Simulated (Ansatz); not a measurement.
# Polarity and tunnelling in Mg/AlN/Zr, part 6 of 6

Wanted: the change of resistance of Mg/AlN/Zr with the barrier's polarity. The lower electrode is Mg hcp(0001), the upper one Zr hcp(0001); the barrier is AlN zinc blende(111) (whole bilayers). In the first transport cell, after relaxation, the nearest pair of electrode and barrier is Mg–N at 2.43 Å, at a slant, at the lower face and Zr–Al at 3.28 Å, at a slant, at the upper one. All share a net of side 3.111 Å, which strains the lower electrode by -2.5 %, the upper one by -3.7 % and the barrier by +0.0 %, against typed lattice constants near PBE's. The first steps treat the bulk electrodes alone.

Ansatz 0.2.0; PBE DFT, plane waves, PAW files (the session's first sound run).

So far, transmission at the Fermi level (a spin, zone mean): step 5 (the open system: T(E), polarity N face on the lower electrode, gap between the …) 0.00376; step 6 (conductance on a fine mesh, polarity N face on the lower electrode, gap between …) 0.00325; step 8 (T(E) of the junction, polarity Al face on the lower electrode, gap between the …) 0.00175; step 9 (conductance, polarity Al face on the lower electrode, gap between the …) 0.00181.

### 11. A repeat with changed settings

This step: PBE DFT, plane waves, PAW files; ballistic transmission by layer matching between semi-infinite leads; changed: output.transmission.kmesh = [18, 18], output.transmission.kmesh = [18, 18] (Ansatz 0.2.0).

System of this step: Mg/AlN/Zr. The cell holds 30 atoms: 11 Mg, 4 N, 4 Al and 11 Zr. Cell: a = 3.111 Å, b = 3.111 Å, c = 79.606 Å, α = 90.0°, β = 90.0°, γ = 120.0°. Regions: left electrode, 11 atoms (11 Mg); barrier, 8 atoms (4 N and 4 Al); right electrode, 11 atoms (11 Zr). Vacuum lies along c.

It is meant to test whether the mesh across the current is converged. Where the input is shown as a difference, that is against the step before, not the twin.

The input, input.yaml:

```yaml
crystal:
  lattice:
    - [3.111, 0.0, 0.0]
    - [-1.5555, 2.6942050312, 0.0]
    - [0.0, 0.0, 79.6055362033]
  atoms:
    - { symbol: Mg, position: [0.0, 0.0, 0.0879335827] }
    - { symbol: Mg, position: [0.33333333, 0.66666667, 0.1206817475] }
    - { symbol: Mg, position: [0.0, 0.0, 0.1534299123] }
    - { symbol: Mg, position: [0.33333333, 0.66666667, 0.1861780771] }
    - { symbol: Mg, position: [0.0, 0.0, 0.218926242] }
    - { symbol: Mg, position: [0.33333333, 0.66666667, 0.2516744068] }
    - { symbol: Mg, position: [0.0, 0.0, 0.2844225716] }
    - { symbol: Mg, position: [0.33333333, 0.66666667, 0.3171707364] }
    - { symbol: Mg, position: [0.0, 0.0, 0.3499189012] }
    - { symbol: Mg, position: [0.33333333, 0.66666667, 0.382667066] }
    - { symbol: Mg, position: [0.0, 0.0, 0.4145658674] }
    - { symbol: "N", position: [0.33333333, 0.66666667, 0.4351803867] }
    - { symbol: Al, position: [0.66666667, 0.33333333, 0.4443041721] }
    - { symbol: "N", position: [0.66666667, 0.33333333, 0.4679357781] }
    - { symbol: Al, position: [0.0, 0.0, 0.476294692] }
    - { symbol: "N", position: [0.0, 0.0, 0.4999549539] }
    - { symbol: Al, position: [0.33333333, 0.66666667, 0.5083055875] }
    - { symbol: "N", position: [0.33333333, 0.66666667, 0.5320045402] }
    - { symbol: Al, position: [0.66666667, 0.33333333, 0.540907153] }
    - { symbol: Zr, position: [0.0, 0.0, 0.5754027841] }
    - { symbol: Zr, position: [0.33333333, 0.66666667, 0.6086207328] }
    - { symbol: Zr, position: [0.0, 0.0, 0.6423369199] }
    - { symbol: Zr, position: [0.33333333, 0.66666667, 0.6760531071] }
    - { symbol: Zr, position: [0.0, 0.0, 0.7097692943] }
    - { symbol: Zr, position: [0.33333333, 0.66666667, 0.7434854814] }
    - { symbol: Zr, position: [0.0, 0.0, 0.7772016686] }
    - { symbol: Zr, position: [0.33333333, 0.66666667, 0.8109178558] }
    - { symbol: Zr, position: [0.0, 0.0, 0.844634043] }
    - { symbol: Zr, position: [0.33333333, 0.66666667, 0.8783502301] }
    - { symbol: Zr, position: [0.0, 0.0, 0.9120664173] }
kpoints:
  mp_grid: { grid: [12, 12, 1] }
scf:
  occupations: { method: fermi_dirac, width: 0.1 }
  max_iter: 150
hamiltonian:
  xc: pbe
output:
  transmission:
    kmesh: [18, 18]
    e_range: [-4, 2]
    de: 0.1
    leads: [[4, 6], [24, 26]]
  dos: { projected: true, e_range: [-6, 5], de: 0.05 }
  write_potential: true
  write_density: true
  volumetric_format: npy
```

Started as:

```console
ansatz run input.yaml --threads 4 --pin off --max-ram 12288MiB --backend cpu --events-out ev --progress --plain --runs-dir out
```

Numbers of over 12 decimals in the logs are rounded to 6 here.

Log:

```text
[...]
Crystal: 30 atoms, lattice volume = 667.227 Å³
Basis set: ecut = 420 eV, 12963 PW (Γ)
Bands: 167, of which v1, the nominal top of the filled ones, is band 137 counted from 1 (136 counted from 0)
Symmetry: 6 space group operations
[...]
k-points: 19 of 144 (time reversal used)
[...]
SCF iter   1: F=—  HF=-70879.359453 eV  |F-HF|=—  |Δ(HF+E_count)|=         —  Δρ=1.09e-2  dr2=8.14e2  ethr=1.77e-3  ⟨swp⟩=14.8  Hψ=19214  notcnv=0  defer=1
[...]
SCF iter  11: F=-70878.293199 eV  HF=-70878.293199 eV  |F-HF|=8.63e-9  |Δ(HF+E_count)|=   3.30e-9  Δρ=8.05e-7  dr2=2.28e-8  ethr=3.65e-11  ⟨swp⟩=10.7  Hψ=7907  notcnv=0
SCF 1 converged in 11 iterations: F = -70878.293199 eV  dr2 = 2.28e-8
[...]
transmission: 271 of 2701 steps passed
transmission: 541 of 2701 steps passed
[...]
transmission: 2701 of 2701 steps passed
[...]
SCF converged after 11 iterations
Free energy (F): -70878.293199 eV
[...]
Internal energy: -70877.661535 eV  (E = F + TS)
E sigma→0 (E₀):  -70877.977367 eV
Entropy (-TS):   -0.631664 eV (-21.055 meV/atom)
Fermi energy:    8.221198 eV
[...]
--- Band table (eV; the first three rows and the last of 19) ---
  k-point 0: bands = [... 133 lower, 8.2628, 8.3916, 8.4756, 8.5507, 8.6057, 8.7534, 8.9189, 9.1315, ... 26 higher]
  k-point 1: bands = [... 133 lower, 8.2796, 8.4070, 8.4134, 8.4801, 8.5232, 8.5528, 8.6242, 8.9955, ... 26 higher]
  k-point 2: bands = [... 133 lower, 7.9536, 8.1289, 8.1808, 8.2368, 8.3116, 8.3214, 8.4854, 8.5881, ... 26 higher]
  k-point 18: bands = [... 133 lower, 8.0501, 8.1347, 8.2399, 8.2409, 8.3162, 8.3259, 8.3274, 8.3452, ... 26 higher]
--- Transmission ---
  basis      : 73 plane waves across, 73 finite elements along
  points     : 37, standing for a mesh of 18 x 18
[...]
channels       : 8.734568e-1 a spin
[...]
slowest decay  : 0.0195 /Å at (0.2778, 0.0556)
[...]
channels       : 6.820988e-1 a spin
[...]
slowest decay  : 0.0128 /Å at (0.1111, 0.1111)
  junction   : crystal 0 to crystal 1, 19.43 to 55.86 Å
    transmission   : 3.552578e-3 a spin
[...]
```

Run time: 5 min. Hardware: 4 threads of Arm Neoverse V1, shared host; peak memory 3.7 GiB.

This step gave:

| Item | Value |
| --- | --- |
| free energy | -70878.2932 eV |
| Fermi energy | 8.221 eV |
| transmission at the Fermi level (a spin, zone mean) | 0.003553 |
| channels of the lower lead | 0.8735 |
| channels of the upper lead | 0.6821 |
| potential step in the lower lead | 20.4 meV |
| potential step in the upper lead | 18.5 meV |

One spin. Table of transmission, zone mean by energy, zero at the Fermi level:

```tsv
energy (eV)	transmission, zone mean
-4.00	0.0447
-3.80	0.0763
-3.60	0.0528
-3.40	0.135
-3.30	0.140
-3.20	0.101
-3.00	0.0744
-2.80	0.00969
-2.60	0.00634
-2.30	0.00232
-2.10	0.00166
-1.90	7.1e-4
-1.70	3.5e-4
-1.50	6.8e-4
-1.30	0.00111
-1.10	8.3e-4
-0.90	1.8e-4
-0.70	3.1e-4
-0.50	4.1e-4
-0.30	6.0e-4
-0.10	0.00217
0.00	0.00355
0.10	0.00286
0.30	3.8e-4
0.60	0.0221
0.80	0.0666
1.00	0.0367
1.20	0.109
1.40	0.182
1.60	0.146
1.80	0.0904
2.00	0.0641
```

One spin. Table of open channels, zone mean by energy, zero at the Fermi level:

```tsv
energy (eV)	lower lead	upper lead
-4.00	0.577	0.225
-3.80	0.614	0.262
-3.70	0.614	0.281
-3.50	0.651	0.281
-3.40	0.651	0.336
-3.20	0.688	0.373
-3.00	0.744	0.630
-2.90	0.781	0.685
-2.70	0.781	0.852
-2.50	0.818	1.01
-2.40	0.836	0.833
-2.20	0.873	0.917
-2.10	0.920	0.861
-1.90	0.944	0.775
-1.70	0.926	0.590
-1.60	0.907	0.590
-1.40	0.985	0.645
-1.20	1.00	0.824
-1.10	1.00	1.03
-0.90	0.929	1.26
-0.80	0.929	1.18
-0.60	0.762	1.40
-0.40	0.781	0.880
-0.30	0.781	0.657
-0.10	0.929	0.664
0.00	0.873	0.682
0.10	0.855	1.18
0.20	0.948	1.15
0.40	0.954	1.21
0.50	0.972	1.23
0.70	1.32	1.12
0.90	1.27	1.12
1.00	1.27	1.02
1.20	1.25	0.932
1.40	1.32	1.07
1.50	1.29	1.03
1.70	1.23	1.16
1.80	1.23	1.09
2.00	1.28	1.09
```

Transmission over k1 and k2. At 0.0000 eV from the Fermi level.

Values in units of 1e-2, 12 rows by 16 columns, each cell a mean:
```
2.5 2.0 0.0 0.0 0.0 0.0 0.0 0.0 2.6 2.3 1.0 0.0 0.0 0.0 0.0 1.4
0.0 0.0 0.0 0.0 0.0 0.0 0.0 0.0 0.0 0.0 0.0 0.0 0.0 0.0 0.0 0.0
0.0 0.0 0.0 0.0 0.0 0.0 0.0 0.0 0.0 0.0 0.0 0.0 0.0 0.0 0.0 0.0
0.0 0.0 0.0 0.0 0.0 0.0 0.0 0.0 0.0 0.0 0.0 0.0 0.0 0.0 0.0 0.0
1.1 0.0 0.0 0.0 0.0 0.0 0.4 0.7 0.5 0.2 0.0 0.0 0.0 0.0 0.0 2.5
4.9 2.0 0.0 0.0 0.0 0.0 0.4 0.9 1.2 0.7 0.2 0.0 0.0 0.0 0.0 3.5
2.6 2.6 0.0 0.0 0.0 0.0 0.0 0.3 0.8 0.8 0.3 0.0 0.0 0.0 0.0 0.0
0.1 0.6 0.0 0.0 0.0 0.0 0.0 0.0 0.2 0.2 0.1 0.0 0.0 0.0 0.0 0.0
0.0 0.0 0.0 0.0 0.0 0.0 0.0 0.0 0.0 0.0 0.0 0.0 0.0 0.0 0.0 0.0
0.0 0.0 0.0 0.0 0.0 0.0 0.0 0.0 0.0 0.0 0.0 0.0 0.0 0.0 0.0 0.0
1.2 0.6 0.0 0.0 0.0 0.0 0.6 1.2 1.2 0.0 0.0 0.0 0.0 0.0 0.0 1.2
5.0 2.6 0.0 0.0 0.0 0.0 0.6 3.5 4.9 2.0 0.0 0.0 0.0 0.0 0.0 3.4
```
Columns: k1 (b1) from -0.5 to 0.444; rows upwards: k2 (b2) from -0.5 to 0.444.

Open channels of the lower lead over k1 and k2. At 0.0000 eV from the Fermi level.

Values, 12 rows by 16 columns, each cell a mean:
```
1.33 1.11 0.56 1.00 1.00 1.00 1.00 0.41 1.63 1.33 0.89 0.00 0.74 0.89 0.15 1.19
0.67 0.74 1.00 0.70 0.33 0.33 0.33 0.33 0.96 0.67 0.67 0.37 1.11 2.44 1.63 0.15
1.00 1.00 0.67 0.44 1.00 1.00 1.00 1.00 0.93 0.41 0.78 1.00 1.00 1.22 1.33 0.74
1.00 1.00 0.67 0.44 1.00 1.00 1.00 1.00 1.00 0.93 0.56 0.63 1.00 0.78 0.15 0.00
0.67 0.74 0.67 0.44 1.00 1.00 1.00 1.00 1.00 1.00 1.00 0.70 0.52 0.89 0.22 1.78
1.93 1.26 0.89 0.81 1.00 1.00 1.00 1.00 1.00 1.00 1.00 1.00 0.81 0.89 0.74 1.85
1.41 1.56 0.33 0.70 0.52 0.89 1.00 1.00 1.00 1.00 1.00 1.00 1.00 0.33 0.78 0.41
0.67 0.52 0.33 1.00 0.81 0.44 0.85 1.00 1.00 1.00 1.00 1.00 1.00 0.33 0.78 1.00
0.93 0.41 0.67 0.81 1.00 1.00 0.48 0.63 1.00 1.00 1.00 1.00 1.00 0.33 0.78 1.00
0.93 0.70 2.22 2.22 0.93 0.78 1.00 0.70 0.93 0.33 0.33 0.33 0.33 0.56 0.93 1.00
0.67 0.52 0.44 1.48 0.74 0.00 0.52 0.67 1.26 0.74 1.00 1.00 1.00 1.00 0.74 0.67
2.00 1.56 0.22 0.81 0.81 0.67 0.67 1.85 1.93 1.11 0.56 1.00 1.00 1.00 0.22 1.78
```
Columns: k1 (b1) from -0.5 to 0.444; rows upwards: k2 (b2) from -0.5 to 0.444.

Open channels of the upper lead over k1 and k2. At 0.0000 eV from the Fermi level.

Ten even steps from '0' (0.00) to '9' (2.00):
```
550000000555099905
000000000000099990
000000900000099099
900000990000099999
900000000000009999
000990955909900000
000090599950900005
500000599995000005
550000999999900005
550000059999500000
050000905999509000
000000990955909900
999990000000000000
999999000009900000
099099000000900000
009999000000000000
550999055500000005
550099005550099005
```
Columns: k1 (b1) from -0.5 to 0.444; rows upwards: k2 (b2) from -0.5 to 0.444.

Projected DOS an atom over height of the atomic layer and energy from the Fermi level. Layers: Mg Mg Mg Mg Mg Mg Mg Mg Mg Mg Mg N Al N Al N Al N Al Zr Zr Zr Zr Zr Zr Zr Zr Zr Zr Zr; projections on atoms miss part of the total, and the computed bands can run out at the top of the range; a column is the mean of 2 neighbouring layers, the last of those left over.

Ten even steps from '_' (0.00 states/eV) to '@' (1.70 states/eV), each cell a mean:
```
__________________--########%%
__________________++%%********
__________________==####%%##**
__________________++@@@@%%@@@@
__________________++@@@@@@@@@@
__________________--++++++**@@
________..________==****++++##
..________________==##%%%%%%%%
......__________..++%%####%%%%
..........________==******++++
............______--**********
..........______..--##########
..........____..----**********
..........__..----..++++++++--
..........::--==--..::::::::..
..........--==**--............
..........++++==--....____..__
..........====----..__________
..........==------..__________
..........--::::..____________
____......::::....____________
__________..::..::..__________
```
Columns: height of the atomic layer (Å) from 8.3 to 71.3 (not evenly spaced); rows upwards: energy from the Fermi level (eV) from -6 to 2.

The transmission at the Fermi level, both spins, is 0.00711 against 0.00752 in the twin: a change of -5 %.

### 12. Outcome

- conductance, N face on the lower electrode: 2.9e12 S/m²
- conductance, Al face on the lower electrode: 1.8e12 S/m²

In words: The two polarities differ in conductance by a factor of 1.6, the better conductor being «N face on the lower electrode», by more than the error estimates. The ratio includes whatever the relaxation rebuilt at the faces. The polarity here is that of growth: the two cells are two junctions, and whether a field could switch one into the other isn't tested. The program's largest error estimate on these conductances is 17 %, from the leads' potential steps. No spin-orbit coupling, phonons, disorder or image charges enter; the interfaces are ordered, one cell wide and lattice-matched by strain. Semilocal gaps are too small, which can bring a band edge of the barrier nearer to the Fermi level than it is.

[Logs are printed without paths, hosts, clocks, repeated set-up lines and the standing remarks that a program may print on its own settings, such as how far it seeks lower states.]

[Hosts, paths, dates, database ids (printed as entryN), source tags and the programs' standing remarks are cut or masked in the printed files.]
